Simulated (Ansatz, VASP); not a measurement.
**One calculation of Ti, two programs**

```
CELL_PARAMETERS angstrom
0.04060 2.05030 2.05030
2.05030 0.04060 2.05030
2.05030 2.05030 0.04060
ATOMIC_POSITIONS crystal
Ti 0.00000 0.00000 0.00000
```

Change from the starting cell: equal xy, yz and zx shear strains of +2 %, crystal datasets.

Alike in both runs: task electric field gradients; functional LDA; k mesh 15 × 15 × 15; occupations fermi-dirac, width 0.05 eV; no spin polarisation.

|  | VASP | Ansatz |
| --- | --- | --- |
| version | VASP 6.6.1 | Ansatz 0.2.0 |
| potentials or method | VASP PAW LDA potentials, release 64 (Ti_sv), cutoff 520 eV | all-electron PAW with datasets made for the crystal, scalar-relativistic |

|  | VASP | Ansatz | Ansatz less VASP |
| --- | --- | --- | --- |
| pressure (GPa) | -4.9 | -4.8 | +0.13 |
| largest component of the traceless stress (GPa) | 0.99 | 1.00 | +0.013 |
| Vzz of the field gradient on the site that differs most (V/Å²) | -8.5 | -8.2 | +0.27 |

Ansatz ran all-electron here, so the differences hold the error of VASP's frozen core and of both bases.
